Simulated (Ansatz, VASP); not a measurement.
**Rh in VASP and in Ansatz**

```
CELL_PARAMETERS angstrom
0.00000 1.90081 1.90081
1.90081 0.00000 1.90081
1.90081 1.90081 0.00000
ATOMIC_POSITIONS crystal
Rh 0.00000 0.00000 0.00000
```

Alike in both runs: task single point; functional r2SCAN; k mesh 14 × 14 × 14; occupations methfessel-paxton of order 1, width 0.1 eV; no spin polarisation.

|  | VASP | Ansatz |
| --- | --- | --- |
| version | VASP 6.6.1 | Ansatz 0.2.0 |
| potentials or method | VASP PAW PBE potentials, release 64 (Rh_pv) | plane waves (500 eV) with PAW, scalar-relativistic |
| plane-wave cutoff (eV) | 520 | 500 |
| valence electrons in the cell | 15 | 17 |

VASP gave:

- pressure (GPa): 0.9

Q: Estimate Ansatz's values.

A: Pressure (GPa): -0.4.

The two sets of potentials don't hold the same shells in valence.

Caveats: the PAW data sets were made with another functional, which shifts forces and pressure a little (VASP).
